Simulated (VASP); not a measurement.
A run of VASP 6.6.1 is set up as follows.

File INCAR:

```
SYSTEM = GdO
PREC = Accurate
ENCUT = 520
EDIFF = 1E-6
ISMEAR = 0
SIGMA = 0.05
LREAL = .FALSE.
LASPH = .TRUE.
NELM = 120
ALGO = Normal
ISIF = 2
LWAVE = .FALSE.
LCHARG = .FALSE.
ISPIN = 2
MAGMOM = 0 0
LORBIT = 11
LMAXMIX = 6
LDAU = .TRUE.
LDAUTYPE = 2
LDAUL = 3 -1
LDAUU = 3 0
LDAUJ = 0 0
LDAUPRINT = 1
GGA = PE
```

File KPOINTS:

```
regular mesh
0
G
  7 7 7
  0 0 0
```

File POSCAR:

```
GdO
1.0
    2.8018137600      0.0000000000      0.0000000000
    0.0000000000      2.8018137600      0.0000000000
    0.0000000000      0.0000000000      2.8018137600
Gd O
1 1
Direct
    0.0000000000      0.0000000000      0.0000000000
    0.5000000000      0.5000000000      0.5000000000
```

Potentials or basis: VASP PAW PBE potentials, release 64 (Gd, O).

The run is started by

```sh
$ cat potpaw_PBE.64/Gd/POTCAR potpaw_PBE.64/O/POTCAR > POTCAR
$ mpirun -np 1 vasp_std > vasp.out
```

**Question.** Predict the net moment.

**Answer.** 7.07 μB per cell.

**Question.** Predict the pressure.

**Answer.** 51.3 GPa.

**Question.** Predict the site moments.

**Answer.** Gd +6.84; O -0.02 μB.

Eigenvalues of the final occupation matrices:
```tsv
site	spin	trace	eigenvalues
site 1 f	1	6.93	0.99 0.99 0.99 0.99 0.99 0.99 1.00
site 1 f	2	0.11	0.01 0.01 0.01 0.02 0.02 0.02 0.02
```

Caveat: a pressure of tens of GPa on the cell as given is suspect, and the run, the potentials or the cell itself is likely at fault; the bands computed are all filled at some k points, so no gap is given; spin-orbit coupling is left out, which moves the levels of the heavy elements; a cell with one magnetic atom can't hold antiferromagnetic order, which such compounds often take.
